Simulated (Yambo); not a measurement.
# GaP (F-43m) in Yambo: settings compared, part 2 of 3

Yambo 5.3.0. Earlier steps stand in the parts before.

**4. Optical spectrum by the Bethe-Salpeter equation, PBEsol**

The input, bse11.in:

```
optics
bse
bss
rim_cut
RandQpts= 1000000
RandGvec= 50 RL
BSKmod= "IP"
BSEmod= "retarded"
BSSmod= "d"
% BSEQptR
 1 | 1 |
%
% BSEBands
 7 | 11 |
%
BSENGexx= 10 Ry
% BEnRange
 0 | 20 | eV
%
% BDmRange
 0.1 | 0.1 | eV
%
BEnSteps= 300
% BLongDir
 1 | 1 | 1 |
%
BSEprop= "abs"
WRbsWF
% KfnQP_E
 0.54 | 1.0 | 1.0 |
%
```

The input, scf.in:

```
&CONTROL
  calculation = 'scf'
  prefix = 'pwscf'
  outdir = './tmp'
  pseudo_dir = './pseudo'
/
&SYSTEM
  ibrav = 0
  A = 3.85408551
  nat = 2
  ntyp = 2
  ecutwfc = 56
  nbnd = 15
  occupations = 'smearing'
  smearing = 'fd'
  degauss = 0.00367493
  force_symmorphic = .true.
/
&ELECTRONS
  conv_thr = 4d-10
  electron_maxstep = 120
  mixing_beta = 0.5
/
ATOMIC_SPECIES
Ga    69.7230 Ga.upf
P     30.9738 P.upf
CELL_PARAMETERS alat
   0.0000000000    0.7071067813    0.7071067813
   0.7071067813    0.0000000000    0.7071067813
   0.7071067813    0.7071067813    0.0000000000
ATOMIC_POSITIONS alat
Ga     0.0000000000    0.0000000000    0.0000000000
P      1.0606601720    1.0606601720    1.0606601720
K_POINTS automatic
8 8 8 0 0 0
```

The input, nscf.in:

```
&CONTROL
  calculation = 'nscf'
  prefix = 'pwscf'
  outdir = './tmp'
  pseudo_dir = './pseudo'
/
&SYSTEM
  ibrav = 0
  A = 3.85408551
  nat = 2
  ntyp = 2
  ecutwfc = 56
  nbnd = 109
  occupations = 'fixed'
  force_symmorphic = .true.
/
&ELECTRONS
  conv_thr = 1d-08
  diago_full_acc = .true.
  diago_thr_init = 1d-06
/
ATOMIC_SPECIES
Ga    69.7230 Ga.upf
P     30.9738 P.upf
CELL_PARAMETERS alat
   0.0000000000    0.7071067813    0.7071067813
   0.7071067813    0.0000000000    0.7071067813
   0.7071067813    0.7071067813    0.0000000000
ATOMIC_POSITIONS alat
Ga     0.0000000000    0.0000000000    0.0000000000
P      1.0606601720    1.0606601720    1.0606601720
K_POINTS automatic
6 6 6 0 0 0
```

Potentials or basis: PseudoDojo 0.4.1 SR PBEsol standard.

On the command line:

```
> OMP_NUM_THREADS=1 pw.x -in scf.in > scf.out
> OMP_NUM_THREADS=1 pw.x -in nscf.in > nscf.out
> cd tmp/pwscf.save; p2y; mv SAVE ../..; cd ../..
> OMP_NUM_THREADS=1 yambo
> mkdir -p bse11; ln -s $PWD/g0w00/ndb.RIM bse11/
> OMP_NUM_THREADS=1 yambo -F bse11.in -J bse11 -C bse11_out
```

Yambo's report:

```text
[... sections 02.01 to 02.04 as in the set-up run ...]

  [02.05] Energies & Occupations
  ==============================

  [X] === General ===
  [X] Electronic Temperature                        :  0.000000  0.000000 [eV K]
  [X] Bosonic    Temperature                        :  0.000000  0.000000 [eV K]
  [X] Finite Temperature mode                       : no
  [X] El. density                                   :  0.44466E+24 [cm-3]
  [X] Fermi Level                                   :  7.529547 [eV]

  [X] === Gaps and Widths ===
  [X] Conduction Band Min                           :  1.517527 [eV]
  [X] Valence Band Max                              :  0.000000 [eV]
  [X] Filled Bands                                  :   9
  [X] Empty Bands                                   :   10  109
  [X] Direct Gap                                    :  1.724304 [eV]
  [X] Direct Gap localized at k                     :  1
  [X] Indirect Gap                                  :  1.517527 [eV]
  [X] Indirect Gap between kpts                     :   1  13
  [X] Last valence band width                       :  3.314091 [eV]
  [X] 1st conduction band width                     :  2.320510 [eV]

 [03] Transferred momenta grid and indexing
 ==========================================

 IBZ Q-points                                      :  16
 BZ  Q-points                                      :  216

 K/Q-points units:
 rlu = crystal or reduced units; cc = cartesian coordinates; iku = interal k-units

 Q [ 1]         [rlu]:  0.000000  0.000000  0.000000
 Q [ 2]         [rlu]: -0.18788E-17 -0.18788E-17  0.16667
 Q [ 3]         [rlu]:  0.89803E-17  0.89803E-17  0.33333
 Q [ 4]         [rlu]: -0.50098E-16  0.54131E-17 -0.50000
[... 119 lines left out ...]
  Eqp @ K [16]
  -14.81492 -14.66212 -14.65368 -14.63630 -14.60191  -9.46497  -6.66088  -3.42411
   -3.31409   3.91194   4.10674   8.00252   8.03300  11.98861  12.32320  14.02722
   14.19607  17.37594  18.51794  18.89112  20.11098  20.13624  20.40548  23.20172

 [06] Dipoles
 ============

  [06.01] Setup: observables and procedures
  =========================================

  [WF-Oscillators/G space/Transverse up loader] Normalization (few states)  min/max  :  0.25134E-15   1.0000

  [WR./bse11//ndb.dipoles]--------------------------------------------------------
   Brillouin Zone Q/K grids (IBZ/BZ)                :   16  216   16  216
   RL vectors                                       :  2637 [WF]
   Fragmentation                                    : yes
   Electronic Temperature                           :  0.000000 [K]
   Bosonic    Temperature                           :  0.000000 [K]
   DIP band range                                   :   7  11
   DIP band range limits                            :   9  10
   DIP e/h energy range                             : -1.000000 -1.000000 [eV]
   RL vectors in the sum                            :  2637
   [r,Vnl] included                                 : yes
   Bands ordered                                    : yes
   Direct v evaluation                              : no
   Approach used                                    : G-space v
   Dipoles computed                                 : R V P [G-space]
   Wavefunctions                                    : Perdew, Burke & Ernzerhof SOL(X)+Perdew, Burke & Ernzerhof SOL(C)

  [WARNING] [r,Vnl^pseudo] included in position and velocity dipoles.

  [WARNING] In case H contains other non local terms, these are neglected

 [07] Bethe Salpeter Equation driver
 ===================================

  [07.01] Bethe Salpeter Equation @q1
  ===================================

   [07.01.01] Transition pre-analysis @q1
   ======================================

   [07.01.02] Transition Groups build-up @q1
   =========================================

   [BSK] Transition groups (total):  16

   [07.01.03] Loading Dipoles @q1
   ==============================

   [07.01.04] Independent Particles properties @q1
   ===============================================
```

o-bse11.eps_q1_IP:

```text
# Absorption @ Q(1):  0.577350269     0.577350269     0.577350269    [q->0 direction]
#
# [GEN] GF Energies                               : Perdew, Burke & Ernzerhof SOL(X)+Perdew, Burke & Ernzerhof SOL(C)
# [GEN] Green`s Function                          : Retarded
#
# [GEN] Gauge                                     : Length
# [GEN] [r,Vnl] included                          : yes
#
# DIP band range                                  :   7  11
# DIP band range limits                           :   9  10
# DIP e/h energy range                            :  -1.00000000     -1.00000000    [eV]
# RL vectors in the sum                           :  2637
# [r,Vnl] included                                : yes
# Bands ordered                                   : yes
# Direct v evaluation                             : no
# Approach used                                   : G-space v
# Dipoles computed                                : R V P [G-space]
# Wavefunctions                                   : Perdew, Burke & Ernzerhof SOL(X)+Perdew, Burke & Ernzerhof SOL(C)
#
# Diamagnetic term
# Ao                                              :  -11.7694439    [nel]
#
#    E[1] [eV]          Im(eps)            Re(eps)
#
        0.000000           0.000000           11.16470
        0.066890           0.009254           11.16778
        0.133779           0.018555           11.17705
        0.200669           0.027953           11.19253
        0.267559           0.037495           11.21433
        0.334448           0.047236           11.24254
[... 292 lines left out ...]
        19.93311           0.006316           0.421170
        20.00000           0.006245           0.425371
#
```

It took 38 s on 1 thread of Arm Neoverse V2, shared host; peak memory 0.23 GiB.

What came out:

```yaml
Band_gap_on_the_k_mesh_mean-field_level: 1.52 eV, indirect (least direct gap 1.72 eV)
```

Dielectric function (along the field direction of the input):
```
energy (eV)  real part  imaginary part
       0.27      11.21            0.04
       1.27      12.49            0.25
       2.34      12.00            5.79
       3.34     -12.29           27.94
       4.41      16.89           18.08
       5.42     -14.24            6.08
       6.49      -3.72            6.18
       7.49      -6.62            6.56
       8.56      -4.01            0.76
       9.57      -2.57            0.38
      10.64      -1.96            0.47
      11.64      -1.18            0.10
      12.71      -0.65            0.04
      13.71      -0.37            0.03
      14.78      -0.14            0.02
      15.79       0.02            0.01
      16.86       0.16            0.01
      17.86       0.26            0.01
      18.93       0.35            0.01
      20.00       0.43            0.01
```

Caveat: the scissor is the correction of the direct gap in an earlier G0W0 run on the same states; spectra need much finer meshes, so this one isn't converged.

**5. Energy-loss spectrum, PBEsol**

The input, eels12.in:

```
optics
chi
Chimod= "HARTREE"
% BndsRnXd
 1 | 34 |
%
NGsBlkXd= 2 Ry
% LongDrXd
 1 | 1 | 1 |
%
% QpntsRXd
 2 | 2 |
%
% EnRngeXd
 0 | 40 | eV
%
% DmRngeXd
 0.2 | 0.2 | eV
%
ETStpsXd= 200
```

scf.in is that of step 4.

nscf.in is that of step 4.

Potentials or basis: PseudoDojo 0.4.1 SR PBEsol standard.

On the command line:

```
> OMP_NUM_THREADS=1 pw.x -in scf.in > scf.out
> OMP_NUM_THREADS=1 pw.x -in nscf.in > nscf.out
> cd tmp/pwscf.save; p2y; mv SAVE ../..; cd ../..
> OMP_NUM_THREADS=1 yambo
> OMP_NUM_THREADS=1 yambo -F eels12.in -J eels12 -C eels12_out
```

Yambo's report:

```text
[... sections 02.01 to 02.04 as in the set-up run ...]

  [02.05] Energies & Occupations
  ==============================

  [X] === General ===
  [X] Electronic Temperature                        :  0.000000  0.000000 [eV K]
  [X] Bosonic    Temperature                        :  0.000000  0.000000 [eV K]
  [X] Finite Temperature mode                       : no
  [X] El. density                                   :  0.44466E+24 [cm-3]
  [X] Fermi Level                                   :  7.529547 [eV]

  [X] === Gaps and Widths ===
  [X] Conduction Band Min                           :  1.517527 [eV]
  [X] Valence Band Max                              :  0.000000 [eV]
  [X] Filled Bands                                  :   9
  [X] Empty Bands                                   :   10  109
  [X] Direct Gap                                    :  1.724304 [eV]
  [X] Direct Gap localized at k                     :  1
  [X] Indirect Gap                                  :  1.517527 [eV]
  [X] Indirect Gap between kpts                     :   1  13
  [X] Last valence band width                       :  3.314091 [eV]
  [X] 1st conduction band width                     :  2.320510 [eV]

 [03] Transferred momenta grid and indexing
 ==========================================

 IBZ Q-points                                      :  16
 BZ  Q-points                                      :  216

 K/Q-points units:
 rlu = crystal or reduced units; cc = cartesian coordinates; iku = interal k-units

 Q [ 1]         [rlu]:  0.000000  0.000000  0.000000
 Q [ 2]         [rlu]: -0.18788E-17 -0.18788E-17  0.16667
 Q [ 3]         [rlu]:  0.89803E-17  0.89803E-17  0.33333
 Q [ 4]         [rlu]: -0.50098E-16  0.54131E-17 -0.50000
 Q [ 5]         [rlu]:  0.14564E-16  0.16667      0.16667
 Q [ 6]         [rlu]:  0.14502E-16  0.16667      0.33333
 Q [ 7]         [rlu]: -0.82018E-16  0.16667      0.50000
 Q [ 8]         [rlu]: -0.45986E-17  0.16667     -0.33333
 Q [ 9]         [rlu]: -0.89803E-17  0.16667     -0.16667
 Q [10]         [rlu]:  0.29128E-16  0.33333      0.33333
 Q [11]         [rlu]:  0.19508E-16  0.33333      0.50000
 Q [12]         [rlu]:  0.27539E-16  0.33333     -0.33333
 Q [13]         [rlu]: -0.95678E-17 -0.50000     -0.50000
 Q [14]         [rlu]:  0.166667  0.333333  0.500000
 Q [15]         [rlu]:  0.166667  0.333333 -0.333333
 Q [16]         [rlu]:  0.166667 -0.500000 -0.333333

 [WARNING] [Xd] User bands 1-34 break level degeneracy

 [04] Optics
 ===========

 [WF-X loader] Normalization (few states)  min/max  :  0.11932E-16   1.0000

 [X-CG] R(p) Tot o/o(of R):    9409   48600     100
```

o-eels12.eel_q2_inv_rpa_dyson:

```text
# Electron Energy Loss @ Q(2):  0.833333333E-1  0.833333333E-1 -0.833333333E-1 [iku]
#
# [ X ] Hartree size                              :  27
# [GEN] GF Energies                               : Perdew, Burke & Ernzerhof SOL(X)+Perdew, Burke & Ernzerhof SOL(C)
# [GEN] Green`s Function                          : T-ordered
#
#    E[1] [eV]          Im(eel)            Re(eel)            Im(eel_o)          Re(eel_o)
#
        0.000000           0.004270          -0.142061           0.004149          -0.127496
        0.201005           0.004281          -0.141884           0.004159          -0.127327
        0.402010           0.004318          -0.141350           0.004192          -0.126820
        0.603015           0.004379          -0.140455           0.004248          -0.125970
        0.804020           0.004467          -0.139191           0.004328          -0.124771
        1.005025           0.004585          -0.137545           0.004435          -0.123211
[... 192 lines left out ...]
        39.79899           0.138327          -1.222949           0.125708          -1.238070
        40.00000           0.131807          -1.193322           0.135056          -1.210497
#
```

Run time: 43 s. Hardware: 1 thread of Arm Neoverse V2, shared host; peak memory 0.3 GiB.

What came out:

```
Band gap on the k mesh, mean-field level : 1.52 eV, indirect (least direct gap 1.72 eV)
Peak of the energy-loss function         : 15.9 eV
```

Energy-loss function at q = [0.0, 0.0, 0.16667] (reciprocal lattice):
```csv
energy (eV),loss
0.0,0.004
1.8,0.006
3.4,0.028
5.2,0.065
7.0,0.094
8.6,0.218
10.5,0.359
12.3,0.494
13.9,1.285
15.7,2.497
17.5,1.892
19.1,1.453
20.9,1.262
22.5,0.733
24.3,0.503
26.1,0.362
27.7,0.342
29.5,0.269
31.4,0.224
33.0,0.243
34.8,0.174
36.6,0.196
38.2,0.184
40.0,0.132
```

Caveat: loss spectra need finer meshes, so the fine structure isn't converged.

(Part 2 of 3 ends here.)
